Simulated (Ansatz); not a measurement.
**LiCl: stable or not**

It was reached by relaxing an invented guess, and it needn't be the stable form of this composition.

Method: DFT PBE, scalar-relativistic, plane waves, PAW (Ansatz). Cutoff 420 eV, Γ-centred 4×6×4 mesh (6-atom cell), Gaussian smearing of 0.02 eV, no spin polarisation.

```xyz
6
Lattice="6.2494 0.0000 0.0000 0.0000 3.6013 0.0000 -2.7514 0.0000 5.6464" Properties=species:S:1:pos:R:3 pbc="T T T"
Li    1.5930    0.0000    1.0555
Li    4.4534    0.0000    1.4809
Li    1.3888    1.8006    3.6749
Cl    3.0815    1.8006    0.1116
Cl    2.7956    0.0000    3.2345
Cl   -0.0667    1.8006    1.7353
```

Formation energies are uncorrected and refer to the elements' standard structures at the same level (Cl₂ as a molecule).

Task: These tests were run: energy against the elements; random kick, then relaxation without symmetry; phonons on a 1×2×1 q mesh. What do they show?

Result:

| test | result |
| --- | --- |
| energy against the elements | −1.816 eV/atom |
| random kick, then relaxation without symmetry | returns |
| phonons on a 1×2×1 q mesh | no imaginary mode on the mesh, but the interpolation dips to 29i cm⁻¹ between its points |

It fails none of these tests outright. Whether a mixture of other phases lies lower isn't tested here. Undecided within the accuracy: phonons on a 1×2×1 q mesh.

The kick test ran on a coarse mesh. The run for the phonons used a 4×6×4 k mesh. Another cell of LiCl relaxed alike, in Fm-3m, lies 36 meV/atom lower, so this cell isn't the stable form at this level.
